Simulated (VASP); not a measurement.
# PbSe (Clausthalite) (Fm-3m) in VASP: settings compared

The runs below take PbSe (Clausthalite) through band structure, with HSE06, PBE0, PBE-EpsX.

Program: VASP 6.6.1. These are calculated values, not measurements. Logs are shortened: lines on timing, memory, paths and dates and some standing lists are left out, and cuts for length are marked.

**What was measured.**

From a printed reference work, monograph, for a bulk crystal of PbSe: band gap 0.28 eV (direct) at 300 K; band gap 0.15 eV (direct) at 4.2 K.

How close the calculation comes is told below.

### Step 1. Starting point

Symmetry: Fm-3m, No. 225, cubic system. Conventional cell: a = 6.104 Å, b = 6.104 Å, c = 6.104 Å, α = 90.00°, β = 90.00°, γ = 90.00°. Pb (site symmetry m-3m) has 6 Se at 3.05 Å as nearest neighbours. Se (site symmetry m-3m) has 6 Pb at 3.05 Å as nearest neighbours.

### Step 2. Band structure, HSE06

Contents of POSCAR:

```
PbSe                                    
1.0
    0.0000000000      3.0519897383      3.0519897383
    3.0519897383      0.0000000000      3.0519897383
    3.0519897383      3.0519897383      0.0000000000
  Pb              Se            
     1     1
Direct
     0.0000000000000000    0.0000000000000000    0.0000000000000000
     0.5000000000000000    0.5000000000000000    0.5000000000000000
```

Contents of INCAR.step1:

```
SYSTEM = PbSe
PREC = Accurate
ENCUT = 520
EDIFF = 1E-5
ISMEAR = 0
SIGMA = 0.03
LREAL = .False.
LASPH = .True.
NELM = 80
ALGO = Normal
ISIF = 2
LWAVE = .True.
LCHARG = .False.
KPAR = 4
GGA = PE
```

Contents of INCAR.step2:

```
SYSTEM = PbSe
PREC = Accurate
ENCUT = 520
EDIFF = 1E-6
ISMEAR = 0
SIGMA = 0.03
LREAL = .False.
LASPH = .True.
NELM = 80
ALGO = Normal
ISIF = 2
LWAVE = .False.
LCHARG = .False.
GGA = PE
LHFCALC = .True.
HFSCREEN = 0.2
PRECFOCK = Fast
KPAR = 4
ISTART = 1
```

Contents of KPOINTS:

```
Automatic mesh
0
Gamma
  6 6 6
  0 0 0
```

Contents of KPOINTS_OPT:

```
explicit points
6
Reciprocal
 0.0000000000  0.0000000000  0.0000000000 1
 0.3750000000  0.3750000000  0.7500000000 1
 0.5000000000  0.5000000000  0.5000000000 1
 0.6250000000  0.2500000000  0.6250000000 1
 0.5000000000  0.2500000000  0.7500000000 1
 0.5000000000  0.0000000000  0.5000000000 1
```

Potentials or basis: VASP PAW PBE potentials, release 64 (Pb_d, Se).

Started as:

```
cat potpaw_PBE.64/Pb_d/POTCAR potpaw_PBE.64/Se/POTCAR > POTCAR
cp INCAR.step1 INCAR
mpirun -np 4 vasp_std > vasp.out
cp INCAR.step2 INCAR
mpirun -np 4 vasp_std > vasp.out
```

OUTCAR:

```text
SYSTEM = PbSe
   PREC = Accurate
   ENCUT = 520
   EDIFF = 1E-6
   ISMEAR = 0
   LREAL = .False.
   LASPH = .True.
   NELM = 80
   ISIF = 2
   GGA = PE
   LHFCALC = .True.
   HFSCREEN = 0.2
   PRECFOCK = Fast
   ISTART = 1

 ion  position               nearest neighbor table
   1  0.000  0.000  0.000-   2 3.05   2 3.05   2 3.05   2 3.05   2 3.05   2 3.05
   2  0.500  0.500  0.500-   1 3.05   1 3.05   1 3.05   1 3.05   1 3.05   1 3.05

  LATTYP: Found a face centered cubic cell.
 ALAT       =     6.1039794766

  Lattice vectors:

 A1 = (   0.0000000000,   3.0519897383,   3.0519897383)
 A2 = (   3.0519897383,   0.0000000000,   3.0519897383)
 A3 = (   3.0519897383,   3.0519897383,   0.0000000000)

Analysis of symmetry for initial positions (statically):
=====================================================================
 Subroutine PRICEL returns:
 Original cell was already a primitive cell.

 Routine SETGRP: Setting up the symmetry group for a
 face centered cubic supercell.

 Subroutine GETGRP returns: Found 48 space group operations
 (whereof 48 operations were pure point group operations)
 out of a pool of 48 trial point group operations.

The static configuration has the point symmetry O_h .

Analysis of symmetry for dynamics (positions and initial velocities):
=====================================================================
 Subroutine PRICEL returns:
 Original cell was already a primitive cell.

 Routine SETGRP: Setting up the symmetry group for a
 face centered cubic supercell.

 Subroutine GETGRP returns: Found 48 space group operations
 (whereof 48 operations were pure point group operations)
 out of a pool of 48 trial point group operations.

The dynamic configuration has the point symmetry O_h .

 Subroutine INISYM returns: Found 48 space group operations
 (whereof 48 operations are pure point group operations),
 and found     1 'primitive' translations

----------------------------------------------------------------------------------------

                                     Primitive cell

  volume of cell :      56.8564

  direct lattice vectors                    reciprocal lattice vectors
     0.000000000  3.051989738  3.051989738    -0.163827550  0.163827550  0.163827550
     3.051989738  0.000000000  3.051989738     0.163827550 -0.163827550  0.163827550
     3.051989738  3.051989738  0.000000000     0.163827550  0.163827550 -0.163827550

  length of vectors
     4.316165280  4.316165280  4.316165280     0.283757639  0.283757639  0.283757639

  position of ions in fractional coordinates (direct lattice)
     0.000000000  0.000000000  0.000000000
     0.500000000  0.500000000  0.500000000

  ion indices of the primitive-cell ions
   primitive index   ion index
                 1           1
                 2           2

----------------------------------------------------------------------------------------

 KPOINTS: Automatic mesh

Automatic generation of k-mesh.
 Grid dimensions read from file:
 generate k-points for:    6    6    6

 Generating k-lattice:

  Cartesian coordinates                     Fractional coordinates (reciprocal lattice)
    -0.027304592  0.027304592  0.027304592     0.166666667  0.000000000  0.000000000
     0.027304592 -0.027304592  0.027304592     0.000000000  0.166666667  0.000000000
     0.027304592  0.027304592 -0.027304592     0.000000000  0.000000000  0.166666667

  Length of vectors
     0.047292940  0.047292940  0.047292940

  Shift w.r.t. Gamma in fractional coordinates (k-lattice)
     0.000000000  0.000000000  0.000000000

 Subroutine IBZKPT returns following result:
 ===========================================

 Found     16 irreducible k-points:

 Following reciprocal coordinates:
            Coordinates               Weight
  0.000000  0.000000  0.000000      1.000000
  0.166667  0.000000  0.000000      8.000000
  0.333333  0.000000  0.000000      8.000000
  0.500000  0.000000  0.000000      4.000000
  0.166667  0.166667  0.000000      6.000000
  0.333333  0.166667  0.000000     24.000000
[... 8 lines left out ...]
 -0.333333  0.333333  0.166667     24.000000
 -0.333333  0.500000  0.166667     12.000000
   k-points           NKPTS =     16   k-points in BZ     NKDIM =    216   number of bands    NBANDS=     14
   number of dos      NEDOS =    301   number of ions     NIONS =      2
   total plane-waves  NPLWV =  32768
   dimension x,y,z NGX =    32 NGY =   32 NGZ =   32
   dimension x,y,z NGXF=    64 NGYF=   64 NGZF=   64
   ions per type =               1   1
   NGX,Y,Z   is equivalent  to a cutoff of  12.33, 12.33, 12.33 a.u.
   NGXF,Y,Z  is equivalent  to a cutoff of  24.65, 24.65, 24.65 a.u.
 SYSTEM =  PbSe
   PREC   = accura    normal or accurate (medium, high low for compatibility)
   ISTART =      1    job   : 0-new  1-cont  2-samecut
   ICHARG =      0    charge: 1-file 2-atom 10-const
   ISPIN  =      1    spin polarized calculation?
[... 79 lines left out ...]
      9       2.6394      2.00000
     10       2.6394      2.00000
     11      10.4067      0.00000
     12      10.4067      0.00000
     13      10.4067      0.00000
     14      12.0344      0.00000

 k-point     2 :       0.1667    0.0000    0.0000
  band No.  band energies     occupation
      1     -13.7756      2.00000
      2     -13.7756      2.00000
      3     -13.7612      2.00000
      4     -13.7544      2.00000
      5     -13.7544      2.00000
      6     -10.0109      2.00000
      7      -2.5919      2.00000
      8       2.7197      2.00000
      9       2.7197      2.00000
     10       3.2462      2.00000
     11       8.6352      0.00000
     12       9.1995      0.00000
     13       9.1995      0.00000
     14      11.8452      0.00000

 k-point     3 :       0.3333    0.0000    0.0000
  band No.  band energies     occupation
      1     -13.7903      2.00000
      2     -13.7903      2.00000
      3     -13.7603      2.00000
      4     -13.7377      2.00000
      5     -13.7377      2.00000
      6      -9.4338      2.00000
      7      -4.0503      2.00000
      8       2.9297      2.00000
      9       2.9297      2.00000
     10       4.2024      2.00000
     11       6.6648      0.00000
     12       7.6715      0.00000
     13       7.6715      0.00000
     14      12.6790      0.00000

 k-point     4 :       0.5000    0.0000    0.0000
  band No.  band energies     occupation
      1     -13.7977      2.00000
      2     -13.7977      2.00000
      3     -13.7600      2.00000
      4     -13.7293      2.00000
      5     -13.7293      2.00000
      6      -9.0451      2.00000
      7      -4.7957      2.00000
      8       3.0714      2.00000
      9       3.0714      2.00000
     10       4.9043      2.00000
     11       5.5831      0.00000
     12       7.0390      0.00000
     13       7.0390      0.00000
     14      14.2407      0.00000

 k-point     5 :       0.1667    0.1667    0.0000
  band No.  band energies     occupation
      1     -13.7921      2.00000
      2     -13.7667      2.00000
      3     -13.7640      2.00000
      4     -13.7512      2.00000
      5     -13.7512      2.00000
      6      -9.9273      2.00000
      7      -2.6115      2.00000
      8       2.2253      2.00000
      9       2.2253      2.00000
     10       3.8592      2.00000
     11       7.4288      0.00000
[... 140 lines left out ...]
 k-point    14 :       0.5000    0.3333    0.1667
  band No.  band energies     occupation
      1     -13.8442      2.00000
      2     -13.7737      2.00000
      3     -13.7627      2.00000
      4     -13.7345      2.00000
      5     -13.7287      2.00000
      6      -8.9829      2.00000
      7      -3.9232      2.00000
      8       0.9062      2.00000
      9       1.5131      2.00000
     10       3.3472      2.00000
     11       7.6472      0.00000
     12       9.2630      0.00000
     13       9.8673      0.00000
     14      12.0863      0.00000

 k-point    15 :      -0.3333    0.3333    0.1667
  band No.  band energies     occupation
      1     -13.8540      2.00000
      2     -13.7785      2.00000
      3     -13.7500      2.00000
      4     -13.7457      2.00000
      5     -13.7220      2.00000
      6      -8.7054      2.00000
      7      -4.1497      2.00000
      8       0.5561      2.00000
      9       0.8176      2.00000
     10       3.8845      2.00000
     11       7.0165      0.00000
     12       9.8745      0.00000
     13      10.2929      0.00000
     14      13.2160      0.00000

 k-point    16 :      -0.3333    0.5000    0.1667
  band No.  band energies     occupation
      1     -13.8851      2.00000
      2     -13.7655      2.00000
      3     -13.7653      2.00000
      4     -13.7332      2.00000
      5     -13.7162      2.00000
      6      -8.5907      2.00000
      7      -3.6685      2.00000
      8      -0.4072      2.00000
      9       0.5426      2.00000
     10       2.9963      2.00000
     11       8.4413      0.00000
     12       9.8503      0.00000
     13      11.2114      0.00000
     14      12.3150      0.00000

------------------------ aborting loop because EDIFF is reached ----------------------------------------

  FORCE on cell =-STRESS in cart. coord.  units (eV):
  Direction    XX          YY          ZZ          XY          YZ          ZX
  --------------------------------------------------------------------------------------
  -------------------------------------------------------------------------------------
  Total        0.5916552      0.5916552      0.5916552      0.0000000     -0.0000000     -0.0000000
  in kB       16.6724747     16.6724747     16.6724747      0.0000000     -0.0000000     -0.0000000
  external PRESSURE =      16.6724747 kB  Pullay stress =       0.0000000 kB

 VOLUME and BASIS-vectors are now :
 -----------------------------------------------------------------------------
  energy-cutoff  :      520.00
  volume of cell :       56.86
      direct lattice vectors                 reciprocal lattice vectors
     0.000000000  3.051989738  3.051989738    -0.163827550  0.163827550  0.163827550
     3.051989738  0.000000000  3.051989738     0.163827550 -0.163827550  0.163827550
     3.051989738  3.051989738  0.000000000     0.163827550  0.163827550 -0.163827550

 POSITION                                       TOTAL-FORCE (eV/Angst)
 -----------------------------------------------------------------------------------
      0.00000      0.00000      0.00000        -0.000000      0.000000      0.000000
      3.05199      3.05199      3.05199         0.000000     -0.000000     -0.000000
 -----------------------------------------------------------------------------------
    total drift:                               -0.000000      0.000000      0.000000

  FREE ENERGIE OF THE ION-ELECTRON SYSTEM (eV)
  ---------------------------------------------------
  free  energy   TOTEN  =        -9.7604270536 eV

  energy  without entropy=       -9.7604270536  energy(sigma->0) =       -9.76042705
```

Run time: 6.6 min. Hardware: 4 MPI ranks of AMD EPYC 9R45 (Zen 5), shared host; peak memory 0.3 GiB.

What came out:

```yaml
Free_energy: -9.7604 eV
Pressure: 1.7 GPa
Band_gap_on_the_k_mesh: 0.68 eV, direct
Band_gap_along_the_path: 0.68 eV, direct
```

Caveat: the PAW data sets were made with another functional, which shifts forces and pressure a little; spin-orbit coupling is left out, which as a rule narrows the gap of such compounds by several tenths of an eV.

### Step 3. Band structure, PBE0

POSCAR is that of step 2.

INCAR.step1 is that of step 2.

INCAR.step2: that of step 2 with these lines changed.

```diff
@@ -15,4 +15,5 @@
 LHFCALC = .True.
-HFSCREEN = 0.2
+AEXX = 0.25
 PRECFOCK = Fast
+HFRCUT = -1
 KPAR = 4
```

KPOINTS is that of step 2.

KPOINTS_OPT is that of step 2.

Potentials or basis: VASP PAW PBE potentials, release 64 (Pb_d, Se).

Started as:

```
cat potpaw_PBE.64/Pb_d/POTCAR potpaw_PBE.64/Se/POTCAR > POTCAR
cp INCAR.step1 INCAR
mpirun -np 4 vasp_std > vasp.out
cp INCAR.step2 INCAR
mpirun -np 4 vasp_std > vasp.out
```

Wall time 6.5 min (4 MPI ranks of AMD EPYC 9R45 (Zen 5), shared host); peak memory 0.21 GiB.

The run converged. Its results:

```
Free energy             : -10.7149 eV
Pressure                : 1.7 GPa
Band gap on the k mesh  : 1.21 eV, direct
Band gap along the path : 1.21 eV, direct
```

Levels at points of the mesh, in eV from the valence-band top:
```tsv
k point	band 8	band 9	band 10	band 11	band 12	band 13
(0.00, 0.00, 0.00)	-2.35	-2.35	-2.35	6.14	6.14	6.14
(0.50, 0.00, 0.00)	-1.88	-1.88	0.00	1.21	2.70	2.70
(0.50, 0.50, 0.00)	-5.86	-3.87	-3.87	4.70	7.14	7.14
```

Caveat: the PAW data sets were made with another functional, which shifts forces and pressure a little; spin-orbit coupling is left out, which as a rule narrows the gap of such compounds by several tenths of an eV.

### Step 4. Band structure, PBE-EpsX

POSCAR is that of step 3.

Contents of INCAR.step1:

```
SYSTEM = PbSe
PREC = Accurate
ENCUT = 520
EDIFF = 1E-8
ISMEAR = 0
SIGMA = 0.03
LREAL = .False.
LASPH = .True.
NELM = 80
ALGO = Normal
ISIF = 2
LWAVE = .False.
LCHARG = .False.
KPAR = 4
GGA = PE
LEPSILON = .True.
```

Contents of KPOINTS.step1:

```
Automatic mesh
0
G
  8 8 8
  0 0 0
```

Contents of INCAR.step2:

```
SYSTEM = PbSe
PREC = Accurate
ENCUT = 520
EDIFF = 1E-5
ISMEAR = 0
SIGMA = 0.03
LREAL = .False.
LASPH = .True.
NELM = 80
ALGO = Normal
ISIF = 2
LWAVE = .True.
LCHARG = .False.
KPAR = 4
GGA = PE
```

Contents of KPOINTS.step2:

```
Automatic mesh
0
Gamma
  6 6 6
  0 0 0
```

Contents of INCAR.step3:

```
SYSTEM = PbSe
PREC = Accurate
ENCUT = 520
EDIFF = 1E-6
ISMEAR = 0
SIGMA = 0.03
LREAL = .False.
LASPH = .True.
NELM = 80
ALGO = Normal
ISIF = 2
LWAVE = .False.
LCHARG = .False.
GGA = PE
LHFCALC = .True.
AEXX = 0.0275
PRECFOCK = Fast
HFRCUT = -1
KPAR = 4
ISTART = 1
```

Contents of KPOINTS.step3:

```
Automatic mesh
0
Gamma
  6 6 6
  0 0 0
```

KPOINTS_OPT is that of step 3.

Started as:

```
cat potpaw_PBE.64/Pb_d/POTCAR potpaw_PBE.64/Se/POTCAR > POTCAR
cp INCAR.step1 INCAR
cp KPOINTS.step1 KPOINTS
mpirun -np 4 vasp_std > vasp.out
cp INCAR.step2 INCAR
cp KPOINTS.step2 KPOINTS
mpirun -np 4 vasp_std > vasp.out
cp INCAR.step3 INCAR
cp KPOINTS.step3 KPOINTS
mpirun -np 4 vasp_std > vasp.out
```

Run time: 5.9 min. Hardware: 4 MPI ranks of AMD EPYC 9R45 (Zen 5), shared host; peak memory 0.29 GiB.

It converged, with:

```
Free energy             : -8.4456 eV
Pressure                : 2.7 GPa
Band gap on the k mesh  : 0.36 eV, direct
Band gap along the path : 0.36 eV, direct
```

Levels at points of the mesh, in eV from the valence-band top:
| k point | band 6 | band 7 | band 8 | band 9 | band 10 | band 11 | band 12 | band 13 | band 14 |
| --- | --- | --- | --- | --- | --- | --- | --- | --- | --- |
| (0.00, 0.00, 0.00) | -13.86 | -6.36 | -1.97 | -1.97 | -1.97 | 4.87 | 4.87 | 4.87 | 6.62 |
| (0.50, 0.00, 0.00) | -12.76 | -8.97 | -1.55 | -1.55 | 0.00 | 0.36 | 1.78 | 1.78 | 8.70 |
| (0.50, 0.50, 0.00) | -12.37 | -7.48 | -5.15 | -3.36 | -3.36 | 3.76 | 5.80 | 5.80 | 6.24 |

Caveat: the PAW data sets were made with another functional, which shifts forces and pressure a little; spin-orbit coupling is left out, which as a rule narrows the gap of such compounds by several tenths of an eV.

### Step 5. Band structure, HSE06, spin-orbit coupling, no magnetisation

POSCAR is that of step 4.

Contents of INCAR.step1:

```
SYSTEM = PbSe
  ALGO = Normal
  EDIFF = 1E-5
  ENCUT = 520
  GGA = PE
  GGA_COMPAT = .False.
  ISIF = 2
  ISMEAR = 0
  KPAR = 4
  LASPH = .True.
  LCHARG = .False.
  LORBIT = 11
  LREAL = .False.
  LSORBIT = .True.
  LWAVE = .True.
  MAGMOM = 0 0 0 0 0 0
  NELM = 80
  PREC = Accurate
  SIGMA = 0.03
```

Contents of INCAR.step2:

```
SYSTEM = PbSe
  ALGO = Normal
  EDIFF = 1E-6
  ENCUT = 520
  GGA = PE
  GGA_COMPAT = .False.
  HFSCREEN = 0.2
  ISIF = 2
  ISMEAR = 0
  ISTART = 1
  KPAR = 4
  LASPH = .True.
  LCHARG = .False.
  LHFCALC = .True.
  LORBIT = 11
  LREAL = .False.
  LSORBIT = .True.
  LWAVE = .False.
  MAGMOM = 0 0 0 0 0 0
  NELM = 80
  PREC = Accurate
  PRECFOCK = Fast
  SIGMA = 0.03
```

Contents of KPOINTS:

```
k-points
0
Gamma
  4 4 4
  0 0 0
```

KPOINTS_OPT is that of step 4.

Started as:

```
cat potpaw_PBE.64/Pb_d/POTCAR potpaw_PBE.64/Se/POTCAR > POTCAR
cp INCAR.step1 INCAR
mpirun -np 4 vasp_ncl > vasp.out
cp INCAR.step2 INCAR
mpirun -np 4 vasp_ncl > vasp.out
```

Run time: 10 min. Hardware: 4 MPI ranks of Intel Xeon Platinum 8259CL at 2.50GHz (Skylake/Cascade Lake), shared host; peak memory 0.4 GiB.

The run converged. Its results:

| Item | Value |
| --- | --- |
| Free energy | -10.1204 eV |
| Pressure | 1.5 GPa |
| Valence electrons inside the program's atomic spheres | Pb 11.87; Se 3.88 |

Caveat: the k mesh is coarse (spacing up to 0.45 Å⁻¹), so the values aren't converged, least of all with exact exchange; the PAW data sets were made with another functional, which shifts forces and pressure a little.

### Step 6. Overview

```csv
level,spin,k mesh,screening parameter,exchange at q = 0,share of exact exchange,mesh quality,gap on the mesh (eV),pressure (GPa)
HSE06,off,6 × 6 × 6,0.2 1/A,-,-,not flagged,0.68,1.7
PBE0,off,6 × 6 × 6,-,truncated,-,not flagged,1.21,1.7
PBE-EpsX,off,6 × 6 × 6,-,truncated,0.0275,not flagged,0.36,2.7
HSE06,"SOC, no magnetisation",4 × 4 × 4,0.2 1/A,-,-,coarse,-,1.5
```

Alike in all rows: task band structure; potentials or basis VASP PAW PBE potentials, release 64 (Pb_d, Se); cell as given; cutoff (eV) 520; smearing gaussian 0.03 eV.

Caveats: some runs use coarse meshes; the PAW data sets were made with another functional, which shifts forces and pressure a little; spin-orbit coupling is left out, which as a rule narrows the gap of such compounds by several tenths of an eV (some runs).

Absolute energies hang on the potentials; compare differences alone.

### Step 7. Comparison with measurements

Step 2. A measured gap of PbSe is 0.28 eV (direct; 300 K; a printed reference work, monograph); the calculated 0.68 eV misses it by +0.40 eV. 2 values of this kind are on record (0.15 to 0.28 eV); this one was drawn at random. Spin-orbit coupling on Pb, Se is left out. The value is that of HSE06, without temperature or zero-point motion.

Step 3. Against the measured gap of PbSe, 0.15 eV (direct; 4.2 K; a printed reference work, monograph), the calculated 1.21 eV is off by +1.06 eV. So large a miss can be the level of theory's own, or it may mean another phase, state or a wrong row. 2 values of this kind are on record (0.15 to 0.28 eV); this one was drawn at random. Spin-orbit coupling on Pb, Se is left out. The value is that of PBE0, without temperature or zero-point motion.

Step 4. A measured gap of PbSe is 0.28 eV (direct; 300 K; a printed reference work, monograph); the calculated 0.36 eV misses it by +0.08 eV. 2 values of this kind are on record (0.15 to 0.28 eV); this one was drawn at random. Spin-orbit coupling on Pb, Se is left out. The value is that of PBE-EpsX, without temperature or zero-point motion.
